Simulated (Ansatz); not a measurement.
## Cu2O at a changed volume — 63Cu NMR of the central transition

Cell: a structure deposited in the COD, relaxed with PBE at fixed cell and then changed (volume scaled by 1.06, ions relaxed).

Space group Pn-3m:1 (No. 224); a = 4.3522 Å.

| site | Wyckoff | site symmetry | x | y | z |
| --- | --- | --- | --- | --- | --- |
| Cu | 4b | .-3m | 0.2500 | 0.2500 | 0.2500 |
| O | 2a | -43m | 0.0000 | 0.0000 | 0.0000 |

One atom of each set is listed.

Level of theory: DFT, PBE, plane waves and PAW, scalar-relativistic, 420 eV cutoff, Γ-centred 7×7×7 k-points, Fermi–Dirac smearing 0.02 eV (Ansatz 0.2.0).

63Cu has I = 3/2 and Q = -220.0 mb (Pyykkö 2018); at 7.05 T its Larmor frequency is ν₀ = 79.7 MHz. Only the quadrupole interaction is simulated: positions count from each site's isotropic chemical shift, and shift anisotropy, dipolar and J coupling are left out.

Q: Simulate the second-order pattern (static powder, Gaussian broadening 30 kHz) of site Cu (2 O at 1.88 Å, angle 180°).

A: The calculation gives C_Q = 22.2 MHz and η = 0.00, so ν_Q = 11.1 MHz and the centre of gravity lies at -1950 ppm (-155 kHz).

```
offset (kHz)  height
      -567.7       0
      -538.4      22
      -509.1     100
      -479.8      70
      -450.4      50
      -421.1      42
      -391.8      37
      -362.5      34
      -333.1      31
      -303.8      30
      -274.5      29
      -245.2      28
      -215.9      27
      -186.5      26
      -157.2      25
      -127.9      26
       -98.6      25
       -69.3      25
       -39.9      25
       -10.6      24
        18.7      20
        48.0      20
        77.3      21
       106.7      22
       136.0      24
       165.3      26
       194.6      30
       223.9      35
       253.3      49
       282.6      71
       311.9      16
       341.2       0
```

An axis of threefold or higher order runs through Cu, so V_zz lies along it and η is zero.

Semilocal functionals underestimate gradients at Cu(I) with two or three neighbours, in Cu₂O by a fifth to nearly a half. With a gap of 0.4 eV on this mesh, the gradients can still move by some per cent as the k-mesh gets denser.
